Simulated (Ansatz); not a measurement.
What moves the pressure of MnS?

```yaml
crystal:
  lattice:
    - [0.00000, 2.80000, 2.80000]
    - [2.80000, 0.00000, 2.80000]
    - [2.80000, 2.80000, 0.00000]
  atoms:
    - { symbol: Mn, position: [0.00000, 0.00000, 0.00000] }
    - { symbol: S, position: [0.75000, 0.75000, 0.75000] }
```

Atom numbers follow the list: Mn1, S2.

The conventional cell has a = 5.600 Å, b = 5.600 Å, c = 5.600 Å, α = 90.00°, β = 90.00°, γ = 90.00°. Mn (atom 1) has 4 S at 2.42 Å as nearest neighbours. Around S (atom 2) lie 4 Mn at 2.42 Å.

The cell is COD entry 9008854, as deposited and not checked against the literature; nothing was relaxed.

Other magnetic orders may lie lower; this is the state that the run reached.

These are results of DFT, PBE, all-electron LAPW, scalar-relativistic (Ansatz 0.2.0), not measurements.

The runs use a Γ-centred 10×10×10 k mesh, Fermi–Dirac smearing of 0.05 eV, basis error target 0.5 meV/atom, spin-polarised from start moments Mn1 4 μB.

In this reference run the pressure is 1.1 GPa (positive in compression). Each change below is made alone, on the same k mesh, with fractional coordinates held unless an atom is moved; x, y and z are the Cartesian axes.

**Question.** Order the changes by the shift of the pressure, most negative first.
A. functional lda
B. no spin polarisation
C. volume scaled by 1.025
D. spin-orbit coupling on
E. no relativity
F. volume scaled by 0.975

**Answer.** B (-22.0 GPa), A (-6.9 GPa), C (-1.3 GPa), D (0.0 GPa), E (+0.6 GPa), F (+1.1 GPa).
